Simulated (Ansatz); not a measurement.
**AgI: equation of state**

One table from this session's results is given with a row withheld; the runs are named, their logs left out.

The COD entry's cell or inner coordinates are ideal or old and differ from later refinements, so a difference from it is no clean test against experiment.

Program: Ansatz 0.2.0. Level of theory: DFT PBE, scalar-relativistic. These are calculated values, not measurements.

1 further run of the same task is left out (it didn't finish).

### The starting structure

Symmetry: F-43m, No. 216, cubic system. Conventional cell: a = 6.473 Å, b = 6.473 Å, c = 6.473 Å, α = 90.00°, β = 90.00°, γ = 90.00°. Ag (site symmetry -43m) is surrounded by 4 I at 2.80 Å. I (site symmetry -43m) has 4 Ag at 2.80 Å as nearest neighbours.

Coordinates:

```cif
data_structure
_symmetry_space_group_name_H-M 'F-43m'
_symmetry_Int_Tables_number 216
_cell_length_a 6.4730
_cell_length_b 6.4730
_cell_length_c 6.4730
_cell_angle_alpha 90.000
_cell_angle_beta 90.000
_cell_angle_gamma 90.000
_cell_volume 271.22
loop_
_atom_site_label
_atom_site_type_symbol
_atom_site_symmetry_multiplicity
_atom_site_Wyckoff_symbol
_atom_site_fract_x
_atom_site_fract_y
_atom_site_fract_z
_atom_site_occupancy
Ag1 Ag 4 a 0.00000 0.00000 0.00000 1
I1 I 4 c 0.25000 0.25000 0.25000 1
```

The file gives the conventional cell by its symmetry; the runs use the cell typed in the input.

The cell is a deposited one (Crystallography Open Database entry 9008829); the temperature and pressure of the measurement aren't taken into account, and nothing was relaxed.

Atoms are numbered in the order of the input: Ag1, I2.

The first run:

Contents of input.yaml:

```yaml
crystal:
  lattice:
    - [0.0, 3.1927581514, 3.1927581514]
    - [3.1927581514, 0.0, 3.1927581514]
    - [3.1927581514, 3.1927581514, 0.0]
  atoms:
    - { symbol: Ag, position: [0.0, 0.0, 0.0] }
    - { symbol: I, position: [0.75, 0.75, 0.75] }
kpoints:
  mp_grid: { grid: [7, 7, 7] }
scf:
  occupations: { method: fermi_dirac, width: 0.01 }
hamiltonian:
  xc: pbe
  pseudopotentials: { kind: all_electron, lapw: { basis_error: 0.0005 } }
output:
  forces: true
  stress: true
  eigenvalues: true
```

Launch:

```console
ansatz run input.yaml --threads 1 --pin off --max-ram 2048MiB --backend cpu --events-out ev --progress --plain --runs-dir out
```

Steps of the session up to this table: Volume × 0.96, LAPW; Volume × 0.96, PAW; Volume × 0.96, crystal datasets; Volume × 0.98, LAPW; Volume × 0.98, PAW; Volume × 1.02, LAPW; Volume × 1.02, PAW; Volume × 1.04, LAPW; Volume × 1.04, PAW; Volume × 1.04, crystal datasets.

One of the session's tables, all rows but one given; the rest of the session is left out.

```
          method  volume (Å³/atom)  pressure (GPa)
            LAPW            32.546            3.94
            LAPW            33.224            3.04
            LAPW            33.902            2.25
            LAPW            34.580               ?
            LAPW            35.258            0.91
             PAW            32.546            3.93
             PAW            33.224            3.03
             PAW            33.902            2.23
             PAW            34.580            1.53
             PAW            35.258            0.90
crystal datasets            32.546            3.94
crystal datasets            33.902            2.25
crystal datasets            35.258            0.91
```

**Question.** Estimate the row for LAPW, 34.580.

**Answer.** pressure (GPa): 1.54. In the column «pressure (GPa)» it lies between PAW, 34.580 (1.53) and PAW, 33.902 (2.23).

Limits of these values: Warnings in the runs' records: gradients without spin orbit, crystal datasets made.
